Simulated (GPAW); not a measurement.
# Gd (Fm-3m) in GPAW: convergence with smearing function

Aim: find how far smearing function must go before the results for Gd settle, at LDA. This setting moves, with any that are tied to it; all else stays.

Everything below comes from runs of GPAW 26.7.0. Logs are shortened: lines on timing, memory, paths and dates and some standing lists are left out, and cuts for length are marked. The log counts tension as positive stress, the text compression.

### Step 1. The structure

It takes space group Fm-3m (No. 225, cubic). The conventional cell has a = 5.172 Å, b = 5.172 Å, c = 5.172 Å, α = 90.00°, β = 90.00°, γ = 90.00°. Gd (site symmetry m-3m) has 12 Gd at 3.66 Å as nearest neighbours.

This isn't the form of Gd at room conditions, which is hcp.

### Step 2. With smearing function fermi-dirac

The input, run.py:

```python
from ase.dft.bandgap import bandgap
from ase.io import read, write
from ase.units import GPa
from gpaw import GPAW, PW

atoms = read('POSCAR')
atoms.set_initial_magnetic_moments([7.0])

calc = GPAW(mode=PW(800),
            xc='LDA',
            kpts={'size': (7, 7, 7), 'gamma': True},
            occupations={'name': 'fermi-dirac', 'width': 0.1},
            nbands=21,
            convergence={'density': 1e-05, 'energy': 1e-05},
            maxiter=100,
            txt='gpaw.txt')
atoms.calc = calc
energy = atoms.get_potential_energy()
forces = atoms.get_forces()
stress = atoms.get_stress()
calc.write('gs.gpw')
write('result.traj', atoms)
print(f'Energy: {energy:.6f} eV')
print('Forces (eV/A):')
print(forces.round(4))
print('Stress (GPa):', (stress / GPa).round(3))
print('Moments:', calc.get_magnetic_moments().round(3))
print('Fermi level:', round(calc.get_fermi_level(), 4), 'eV')
print(f'Gap: {bandgap(calc)[0]:.4f} eV, direct: {bandgap(calc, direct=True)[0]:.4f} eV')
```

The input, POSCAR:

```
Gd
1.0
    0.0000000000      2.5858190855      2.5858190855
    2.5858190855      0.0000000000      2.5858190855
    2.5858190855      2.5858190855      0.0000000000
Gd
1
Direct
    0.0000000000      0.0000000000      0.0000000000
```

Potentials or basis: the program's PAW data sets (release 1.2.1) made for this functional, pw.

Command:

```bash
> OMP_NUM_THREADS=1 python run.py
```

gpaw.txt:

```text
__  _  _
 | _ |_)|_||  |
 |__||  | ||/\| - 26.7.0

Input parameters:
  mode=PW(ecut=800.0),
  convergence={'density': 1e-05, 'energy': 1e-05},
  kpts=MonkhorstPack(size=(7, 7, 7), gamma=True),
  maxiter=100,
  nbands=21,
  occupations=Occupations(name='fermi-dirac', width=0.1),
  xc=XC(name='LDA')

Diagonalizing LCAO Hamiltonian
Converting LCAO to pw mode

       Gd

Atoms  # Å, Bohr magnetons
|   | symbol |        x |        y |        z |    initial magnetic moments |
|---|--------|----------|----------|----------|-----------------------------|
| 0 |     Gd | 0.000000 | 0.000000 | 0.000000 | ( 0.0000,  0.0000,  7.0000) |

Unit cell  # Å
| periodic |        x |        y |        z |  lengths |    angles |
|----------|----------|----------|----------|----------|-----------|
|      yes | 0.000000 | 2.585819 | 2.585819 | 3.656900 | 60.000000 |
|      yes | 2.585819 | 0.000000 | 2.585819 | 3.656900 | 60.000000 |
|      yes | 2.585819 | 2.585819 | 0.000000 | 3.656900 | 60.000000 |

Number of symmetries: 48
Symmetry operations  # r_c * U_cc + t_c -> r_c
|    | kind |            matrix            |
|----|------|------------------------------|
|  0 |  σ   |  1, 0, 0,  1, 0,-1,  1,-1, 0 |
|  1 |  C2  |  1, 0, 0,  1,-1, 0,  1, 0,-1 |
|  2 |  E   |  1, 0, 0,  0, 1, 0,  0, 0, 1 |
|  3 |  σ   |  1, 0, 0,  0, 0, 1,  0, 1, 0 |
|  4 |  C4  |  1, 0,-1,  1, 0, 0,  1,-1, 0 |
|  5 |  S6  |  1, 0,-1,  1,-1, 0,  1, 0, 0 |
|  6 |  σ   |  1, 0,-1,  0, 1,-1,  0, 0,-1 |
|  7 |  C3  |  1, 0,-1,  0, 0,-1,  0, 1,-1 |
|  8 |  S6  |  1,-1, 0,  1, 0, 0,  1, 0,-1 |
|  9 |  C4  |  1,-1, 0,  1, 0,-1,  1, 0, 0 |
| 10 |  C3  |  1,-1, 0,  0,-1, 1,  0,-1, 0 |
| 11 |  σ   |  1,-1, 0,  0,-1, 0,  0,-1, 1 |
| 12 |  σ   |  0, 1, 0,  1, 0, 0,  0, 0, 1 |
| 13 |  C4  |  0, 1, 0,  0, 1,-1, -1, 1, 0 |
| 14 |  C3  |  0, 1, 0,  0, 0, 1,  1, 0, 0 |
| 15 |  S6  |  0, 1, 0, -1, 1, 0,  0, 1,-1 |
| 16 |  C2  |  0, 1,-1,  1, 0,-1,  0, 0,-1 |
| 17 |  σ   |  0, 1,-1,  0, 1, 0, -1, 1, 0 |
| 18 |  S4  |  0, 1,-1,  0, 0,-1,  1, 0,-1 |
| 19 |  C4  |  0, 1,-1, -1, 1, 0,  0, 1, 0 |
| 20 |  C3  |  0, 0, 1,  1, 0, 0,  0, 1, 0 |
| 21 |  σ   |  0, 0, 1,  0, 1, 0,  1, 0, 0 |
| 22 |  S6  |  0, 0, 1,  0,-1, 1, -1, 0, 1 |
| 23 |  C4  |  0, 0, 1, -1, 0, 1,  0,-1, 1 |
| 24 |  S4  |  0, 0,-1,  1, 0,-1,  0, 1,-1 |
| 25 |  C3  |  0, 0,-1,  0, 1,-1,  1, 0,-1 |
| 26 |  C2  |  0, 0,-1,  0,-1, 0, -1, 0, 0 |
| 27 |  S6  |  0, 0,-1, -1, 0, 0,  0,-1, 0 |
| 28 |  S4  |  0,-1, 1,  1,-1, 0,  0,-1, 0 |
| 29 |  C4  |  0,-1, 1,  0, 0, 1, -1, 0, 1 |
| 30 |  C2  |  0,-1, 1,  0,-1, 0,  1,-1, 0 |
| 31 |  σ   |  0,-1, 1, -1, 0, 1,  0, 0, 1 |
| 32 |  C3  |  0,-1, 0,  1,-1, 0,  0,-1, 1 |
| 33 |  S6  |  0,-1, 0,  0, 0,-1, -1, 0, 0 |
| 34 |  S4  |  0,-1, 0,  0,-1, 1,  1,-1, 0 |
| 35 |  C2  |  0,-1, 0, -1, 0, 0,  0, 0,-1 |
| 36 |  C2  | -1, 1, 0,  0, 1, 0,  0, 1,-1 |
| 37 |  S6  | -1, 1, 0,  0, 1,-1,  0, 1, 0 |
| 38 |  S4  | -1, 1, 0, -1, 0, 1, -1, 0, 0 |
| 39 |  C3  | -1, 1, 0, -1, 0, 0, -1, 0, 1 |
| 40 |  S6  | -1, 0, 1,  0, 0, 1,  0,-1, 1 |
| 41 |  C2  | -1, 0, 1,  0,-1, 1,  0, 0, 1 |
| 42 |  C3  | -1, 0, 1, -1, 1, 0, -1, 0, 0 |
| 43 |  S4  | -1, 0, 1, -1, 0, 0, -1, 1, 0 |
| 44 |  C2  | -1, 0, 0,  0, 0,-1,  0,-1, 0 |
| 45 |  i   | -1, 0, 0,  0,-1, 0,  0, 0,-1 |
| 46 |  σ   | -1, 0, 0, -1, 1, 0, -1, 0, 1 |
| 47 |  C2  | -1, 0, 0, -1, 0, 1, -1, 1, 0 |

BZ-sampling:
  Number of BZ points: 343
  Number of IBZ points: 20

  Monkhorst-Pack size: [7, 7, 7]
  Monkhorst-Pack shift: [0, 0, 0]

K-points  # in reciprocal-cell coordinates
|     |                                coordinates |     weight |
|-----|--------------------------------------------|------------|
|   0 | (  0.00000000,   0.00000000,   0.00000000) | 0.00291545 |
|   1 | (  0.14285714,   0.14285714,   0.00000000) | 0.01749271 |
|   2 | (  0.14285714,   0.14285714,   0.14285714) | 0.02332362 |
|   3 | (  0.28571429,   0.14285714,   0.14285714) | 0.03498542 |
|   4 | (  0.28571429,   0.28571429,   0.00000000) | 0.01749271 |
|   5 | (  0.28571429,   0.28571429,   0.14285714) | 0.06997085 |
|   6 | (  0.28571429,   0.28571429,   0.28571429) | 0.02332362 |
|   7 | (  0.42857143,  -0.28571429,  -0.28571429) | 0.03498542 |
|   8 | (  0.42857143,   0.28571429,  -0.42857143) | 0.13994169 |
|   9 | (  0.42857143,   0.28571429,  -0.28571429) | 0.06997085 |
| ... |                                            |            |
|  19 | (  0.42857143,   0.42857143,   0.42857143) | 0.02332362 |

Plane wave coefficients: 1807
Cutoff: 800.0 eV

Spin-components: 2 (collinear spins)
Bands:           21
Projectors:      8
Spin-degeneracy: 1
Datatype:        complex128

Parallelization:
  kpt:    1
  domain: 1
  band:   1

Density:
  Valence electrons: 18.0
  Components: 2
  Grid points: [24 24 24]
  Charge: 0.0  # |e|

Potential:
  Grid points: [24 24 24]

species:
  Gd:
    name:    Gadolinium
    Z:       64.0
    valence: 18
    core:    46
    charge:  0.0  # [|e|]
    compensation charges:
      type: gauss
      rc: 0.35  # [Å]
      lmax: 2
    cutoffs:
      filter: 1.17  # [Å]
      core: 1.83  # [Å]
    projectors
    | kind |    occ | energy [eV] | rcut [Å] |
    |------|--------|-------------|----------|
    |   5s |  2.000 |     -49.872 |    1.164 |
    |   6s |  2.000 |      -4.269 |    1.164 |
    |   5p |  6.000 |     -27.365 |    1.164 |
    |   6p |  0.000 |      -1.392 |    1.164 |
    |   5d |  1.000 |      -2.689 |    1.164 |
    |   4f |  7.000 |      -8.895 |    1.164 |
    |    d |        |      24.522 |    1.164 |
    |    f |        |      18.316 |    1.164 |

    Using partial waves for Gd as LCAO basis

Reference energy: -306496.020064  # eV

eigensolver:
  PPCG
  Converge bands: occupied
  niter=2

density mixing:
  MSR1-Mixer
  Pratt-step length: 0.05
  Maximum mixing coefficient: 0.75
  Old densities: 10
  SVD Regularization: 0.005
  Good broyden scale: 1.0
  Trust region scale: 1.0
  Backstep threshold: 4.0
  History deletion threshold: 6.0
  Fourier metric: weight=20.0, sigma=0.015

occupation numbers:
  Fermi-Dirac:
    width: 0.1000  # eV

poisson solver:
  ecut: 6400.0  # eV

xc functional:
  name: None

convergence criteria:
- Maximum integral of absolute [dens]ity change: 1e-05 electrons / valence electron
- Maximum [total energy] change in last 3 cyles: 1e-05 eV / valence electron
- Maximum integral of absolute [eigenst]ate change: 4e-08 eV^2 / valence electron
maximum number of iterations: 100

SCF iterations
|iter     | |      energy | eigst |  dens |  magmom |
|---------|-|-------------|-------|-------|---------|
|iter:   1| |  -24.448880 | +0.25 |       |  +7.0023|
|iter:   2| |  -15.228695 | -0.55 | -0.21 |  +6.8563|
|iter:   3| |  -14.673560 | -1.68 | -0.95 |  +6.8919|
|iter:   4| |  -13.934591 | -0.73 | -1.03 |  +7.0877|
|iter:   5| |  -13.854940 | -1.69 | -1.10 |  +7.0170|
|iter:   6| |  -13.789612 | -2.40 | -1.30 |  +7.0549|
|iter:   7| |  -13.791455 | -3.77 | -1.55 |  +7.0575|
|iter:   8| |  -13.805278 | -4.32 | -1.58 |  +7.0782|
|iter:   9| |  -13.810290 | -3.52 | -1.71 |  +7.0973|
|iter:  10| |  -13.818007 | -4.15 | -1.90 |  +7.0986|
|iter:  11| |  -13.818112 | -2.75 | -1.78 |  +7.2128|
|iter:  12| |  -13.837158 | -2.69 | -1.86 |  +7.2287|
|iter:  13| |  -13.818378 | -2.72 | -1.79 |  +7.2891|
|iter:  14| |  -13.820472 | -3.66 | -1.90 |  +7.3118|
|iter:  15| |  -13.821966 | -4.69 | -2.67 |  +7.3163|
|iter:  16| |  -13.821974 | -6.71 | -3.24 |  +7.3203|
|iter:  17| |  -13.821828c| -7.06 | -3.35 |  +7.3265|
|iter:  18| |  -13.821800c| -8.33c| -4.04 |  +7.3278|
|iter:  19| |  -13.821795c| -7.96c| -4.27 |  +7.3291|
|iter:  20| |  -13.821800c| -7.92c| -4.90 |  +7.3291|
|iter:  21| |  -13.821802c| -8.84c| -5.45c|  +7.3291|

Converged in 21 steps
Energy contributions relative to reference atoms: (reference = -306496.020064)

Energy contributions:
  Kinetic:          36.038307
  Coulomb:         -31.404236
  Zero:             -0.600349
  External:          0.000000
  Xc:              -17.809793
  Entropy:          -0.091465
  Spinorbit:         0.000000
  ----------------------------
  Free energy:     -13.867535
  Extrapolated:    -13.821802

dipole moment: (-28.743627, -28.743627, -28.743627)  # |e|*Ang

Total magnetic moment: (0.000000, 0.000000, 7.329121)

Local magnetic moments
|        x |        y |        z |
|----------|----------|----------|
| 0.000000 | 0.000000 | 6.888272 |  # Gd   0

Fermi level: 7.988
Eigenvalues  # (at kpt = [0.000, 0.000, 0.000])
| band index |      eig [eV] | occ [0-1] |      eig [eV] | occ [0-1] |
|------------|---------------|-----------|---------------|-----------|
|          0 |       -37.162 |     1.000 |       -34.177 |     1.000 |
|          1 |       -14.284 |     1.000 |       -11.966 |     1.000 |
|          2 |       -14.284 |     1.000 |       -11.966 |     1.000 |
|          3 |       -14.284 |     1.000 |       -11.966 |     1.000 |
|          4 |         3.047 |     1.000 |         3.685 |     1.000 |
|          5 |         3.551 |     1.000 |         8.313 |     0.037 |
[... 8 lines left out ...]
|         14 |         9.308 |     0.000 |        10.270 |     0.000 |
|         15 |        11.413 |     0.000 |        12.540 |     0.000 |
|        ... |               |           |               |           |
|         20 |        20.164 |     0.000 |        20.854 |     0.000 |

No gap
No difference between direct/indirect transitions

Forces  # eV/Ang
|       x |        y |        z |
|---------|----------|----------|
| 0.00000 | -0.00000 | -0.00000 |  # Gd   0

Stress tensor  # eV/Ang^3
|         x |         y |         z |
|-----------|-----------|-----------|
|  0.031968 |  0.000000 | -0.000000 |
|  0.000000 |  0.031968 | -0.000000 |
| -0.000000 | -0.000000 |  0.031968 |

# Writing to gs.gpw (mode='')
```

Run time: 49 s. Hardware: 1 thread of Arm Neoverse V2, shared host; peak memory 0.2 GiB.

Results:

```yaml
Free_energy: -13.8675 eV
Pressure: -5.1 GPa
Band_gap_on_the_k_mesh: none (metal or under the smearing width)
Net_moment: 7.33 μB per cell
Site_moments: Gd +6.89 μB
```

### Step 3. With smearing function gaussian

Changes to run.py since step 2:

```diff
@@ -11,3 +11,3 @@
             kpts={'size': (7, 7, 7), 'gamma': True},
-            occupations={'name': 'fermi-dirac', 'width': 0.1},
+            occupations={'name': 'methfessel-paxton', 'order': 0, 'width': 0.1},
             nbands=21,
```

POSCAR is that of step 2.

Potentials or basis: the program's PAW data sets (release 1.2.1) made for this functional, pw.

Command:

```bash
> OMP_NUM_THREADS=1 python run.py
```

Run time: 46 s. Hardware: 1 thread of Arm Neoverse V2, shared host; peak memory 0.2 GiB.

The run converged. Its results:

- Free energy: -13.8283 eV
- Pressure: -5.7 GPa
- Band gap on the k mesh: none (metal or under the smearing width)
- Net moment: 7.27 μB per cell
- Site moments: Gd +6.89 μB

### Step 4. With smearing function marzari-vanderbilt

Changes to run.py since step 3:

```diff
@@ -11,3 +11,3 @@
             kpts={'size': (7, 7, 7), 'gamma': True},
-            occupations={'name': 'methfessel-paxton', 'order': 0, 'width': 0.1},
+            occupations={'name': 'marzari-vanderbilt', 'width': 0.1},
             nbands=21,
```

POSCAR is that of step 3.

Command:

```bash
> OMP_NUM_THREADS=1 python run.py
```

Wall time 47 s (1 thread of Arm Neoverse V2, shared host); peak memory 0.2 GiB.

Results (log left out):

```yaml
Free_energy: -13.8228 eV
Pressure: -5.8 GPa
Band_gap_on_the_k_mesh: none (metal or under the smearing width)
Net_moment: 7.25 μB per cell
Site_moments: Gd +6.88 μB
```

### Step 5. With smearing function methfessel-paxton

Changes to run.py since step 4:

```diff
@@ -11,3 +11,3 @@
             kpts={'size': (7, 7, 7), 'gamma': True},
-            occupations={'name': 'marzari-vanderbilt', 'width': 0.1},
+            occupations={'name': 'methfessel-paxton', 'width': 0.1, 'order': 1},
             nbands=21,
```

POSCAR is that of step 4.

Command:

```bash
> OMP_NUM_THREADS=1 python run.py
```

It took 47 s on 1 thread of Arm Neoverse V2, shared host; peak memory 0.2 GiB.

It converged, with:

```yaml
Free_energy: -13.8209 eV
Pressure: -5.8 GPa
Band_gap_on_the_k_mesh: none (metal or under the smearing width)
Net_moment: 7.23 μB per cell
Site_moments: Gd +6.88 μB
```

### Step 6. With smearing function tetrahedron-method

Changes to run.py since step 5:

```diff
@@ -11,3 +11,3 @@
             kpts={'size': (7, 7, 7), 'gamma': True},
-            occupations={'name': 'methfessel-paxton', 'width': 0.1, 'order': 1},
+            occupations={'name': 'tetrahedron-method'},
             nbands=21,
```

POSCAR is that of step 5.

Potentials or basis: the program's PAW data sets (release 1.2.1) made for this functional, pw.

Command:

```bash
> OMP_NUM_THREADS=1 python run.py
```

It took 45 s on 1 thread of Arm Neoverse V2, shared host; peak memory 0.2 GiB.

The run converged. Its results:

```
Free energy            : -13.7968 eV
Pressure               : -5.3 GPa
Band gap on the k mesh : none (metal or under the smearing width)
Net moment             : 7.43 μB per cell
Site moments           : Gd +6.94 μB
```

### Step 7. With smearing function improved-tetrahedron-method

Changes to run.py since step 6:

```diff
@@ -11,3 +11,3 @@
             kpts={'size': (7, 7, 7), 'gamma': True},
-            occupations={'name': 'tetrahedron-method'},
+            occupations={'name': 'improved-tetrahedron-method'},
             nbands=21,
```

POSCAR is that of step 6.

Command:

```bash
> OMP_NUM_THREADS=1 python run.py
```

It took 46 s on 1 thread of Arm Neoverse V2, shared host; peak memory 0.2 GiB.

The run converged. Its results:

| Item | Value |
| --- | --- |
| Free energy | -13.8222 eV |
| Pressure | -5.7 GPa |
| Band gap on the k mesh | none (metal or under the smearing width) |
| Net moment | 7.41 μB per cell |
| Site moments | Gd +6.93 μB |

### Step 8. Result

```csv
smearing function,"energy less the tightest run, at zero smearing (meV/atom)",pressure (GPa),largest site moment (μB),SCF cycles,CPU time (s),peak memory (GiB)
fermi-dirac,0.36,-5.12,6.89,21,49,0.2
gaussian,1.08,-5.71,6.89,19,46,0.2
marzari-vanderbilt,-0.68,-5.79,6.88,20,47,0.2
methfessel-paxton,1.62,-5.82,6.88,20,47,0.2
tetrahedron-method,25.40,-5.29,6.94,19,45,0.2
improved-tetrahedron-method,0.00,-5.65,6.93,19,46,0.2
```

Against the tightest run, the largest site moment stays within 0.02 μB from tetrahedron-method on. Not settled before the last step: the energy (to 1 meV/atom), the pressure (to 0.1 GPa). Narrower smearing needs a denser k mesh, so at a fixed mesh the narrowest width isn't the most accurate. The tightest run that finished is the yardstick and may itself not be fully converged.

Caveats: one-centre terms of the f shell are cut off; spin-orbit coupling is left out, which moves the levels of the heavy elements.
